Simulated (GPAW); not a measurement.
Runs of GPAW 26.7.0 on MoS2. Symmetry: P6_3/mmc, No. 194, hexagonal system. The conventional cell has a = 3.169 Å, b = 3.169 Å, c = 12.324 Å, α = 90.00°, β = 90.00°, γ = 120.00°. Around Mo (site symmetry -6m2) lie 6 S at 2.41 Å. Around S (site symmetry 3m) lie 3 Mo at 2.41 Å. 

| task | level | U | k mesh | cutoff (eV) | smearing | response ecut | maxiter | response k mesh | response bands | kernels | other keys | mesh quality | gap on the mesh (eV) | pressure (GPa) | largest force (eV/Å) |
| --- | --- | --- | --- | --- | --- | --- | --- | --- | --- | --- | --- | --- | --- | --- | --- |
| dielectric tensor | PBE | - | 8 × 8 × 2 | 500 | fermi-dirac 0.001 eV | 80 eV | 150 | 13 × 13 × 3 | 74 | ["RPA", "LR0.3", "LR0.1"] | - | not flagged | 0.97 | - | - |
| one-shot levels on a semilocal density | r2SCAN | - | 5 × 5 × 1 | 500 | fermi-dirac 0.05 eV | - | 100 | - | - | - | several, not listed | coarse | 1.03 | - | - |
| single point | PBE | - | 8 × 8 × 2 | 500 | fermi-dirac 0.05 eV | - | 120 | - | - | - | - | not flagged | 0.97 | 1.9 | 0.06 |
| dielectric tensor | PBE+U | Mo d U = 6.0 eV | 8 × 8 × 2 | 450 | fermi-dirac 0.001 eV | 80 eV | 150 | 12 × 12 × 3 | 74 | ["RPA"] | - | not flagged | 0.93 | - | - |
| single point | PBE | - | 8 × 8 × 2 | 450 | fermi-dirac 0.05 eV | - | 120 | - | - | - | - | not flagged | 0.97 | (a) | 0.06 |

Alike in all rows: potentials or basis GPAW PAW data sets (gpaw-data 1.2.1), pw; no spin polarisation; cell as given.

Q: Estimate the missing entries.

A: (a) 1.8.

Caveats: some runs use coarse meshes; this functional lacks dispersion, which binds the layers, so the pressure and a relaxed spacing across them are unreliable (some runs); an odd mesh through Γ misses points on the zone boundary, where band edges often lie (some runs); the long-wavelength limit can be off by several per cent where d states take part (some runs); the cutoff is short for stress and forces, so pressures can be off by a GPa or more (some runs); energy and the plain gap are those of the semilocal run (some runs); the hybrids' values are one shot on its orbitals and mesh (some runs); the PAW data sets were made with another functional, which shifts forces and pressure a little (some runs).

A k mesh can miss the band edges, and the runs leave out spin-orbit coupling on Mo.
